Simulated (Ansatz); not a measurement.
LiH in the NiAs-type structure was relaxed with 5 functionals in the PAW code Ansatz, cell and atoms free, the symmetry of the start kept (meshes: PBE 12×12×6, r2SCAN 12×12×6, PBEsol 12×12×6, LDA 12×12×6, HSE06 6×6×4). Spin-unpolarised throughout. Whether this structure exists isn't addressed.

The PBE result:
```
Li H
1.0
     2.78165    0.00000    0.00000
    -1.39082    2.40898    0.00000
     0.00000    0.00000    4.88477
Li H
2 2
Direct
  0.00000 0.00000 0.00000
  0.00000 0.00000 0.50000
  0.33333 0.66667 0.25000
  0.66667 0.33333 0.75000
```

Space group P6_3/mmc (No. 194), hexagonal; a = 2.782 Å, c = 4.885 Å in the conventional setting, 8.18 Å³ an atom. Li is surrounded by 6 H at 2.02 Å; H is surrounded by 6 Li at 2.02 Å.

**Question.** How does the cell change with HSE06?

**Answer.** a = 2.768 Å, c = 4.855 Å; the volume differs by -1.6 % from PBE's. Li has 6 H at 2.01 Å; H has 6 Li at 2.01 Å.

**Question.** How does the cell change with LDA?

**Answer.** a = 2.711 Å, c = 4.775 Å; the volume differs by -7.1 % from PBE's. Li has 6 H at 1.97 Å; H has 6 Li at 1.97 Å.

**Question.** Held at the r2SCAN cell, what mean stress do LDA and PBE find, and does its sign point to their own minimum?

**Answer.** Yes. LDA -2.49 GPa, and its relaxed volume is -6.9 % from r2SCAN's; PBE +0.08 GPa, and its relaxed volume is +0.2 % from r2SCAN's. Compression counts positive, so a positive stress asks for a larger cell.
